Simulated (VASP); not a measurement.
## HgTe (zincblende): one PBEsol relaxation of cell and atoms in two programs

Start cell

```
Hg Te
1.0
     0.00000    3.32601    3.32601
     3.32601    0.00000    3.32601
     3.32601    3.32601    0.00000
Hg Te
1 1
Cartesian
  0.0000 0.0000 0.0000
  1.6630 1.6630 1.6630
```

The two codes use different PAW datasets and cutoffs. VASP's cell holds 18 valence electrons and Ansatz's 36.

Cutoffs: 600 eV in VASP, 420 eV in Ansatz. k meshes: 6×6×6 and 6×6×6.

```tsv
	VASP	Ansatz
relaxed cell vector lengths	4.610, 4.610, 4.610 Å	4.605, 4.605, 4.605 Å
relaxed cell volume	69.29 Å³	69.07 Å³
```
